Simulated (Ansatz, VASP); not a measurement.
## Mn in VASP and in Ansatz

```xyz
1
Lattice="-1.3713 1.3713 1.3713 1.3713 -1.3713 1.3713 1.3713 1.3713 -1.3713" Properties=species:S:1:pos:R:3 pbc="T T T"
Mn    0.0000    0.0000    0.0000
```

Alike in both runs: task single point; functional BLYP; k mesh 18 × 18 × 18; occupations fermi-dirac, width 0.1 eV; no spin polarisation.

|  | VASP | Ansatz |
| --- | --- | --- |
| version | VASP 6.6.1 | Ansatz 0.2.0 |
| potentials or method | VASP PAW PBE potentials, release 64 (Mn_pv) | plane waves (420 eV) with PAW, scalar-relativistic |
| plane-wave cutoff (eV) | 520 | 420 |
| valence electrons in the cell | 13 | 15 |

```tsv
	VASP	Ansatz	Ansatz less VASP
pressure (GPa)	25.0	24.8	-0.14
```

The two sets of potentials don't hold the same shells in valence.

Caveats: so large a pressure means that the cell lies far from this level's equilibrium, or that cutoff or potentials fall short (VASP); the potentials were made for another functional, which shifts forces and pressure (VASP); the run has no spin polarisation, though such a crystal can be magnetic. Spin polarisation is off, so any magnetic state and its effect on volume and gap are missing.
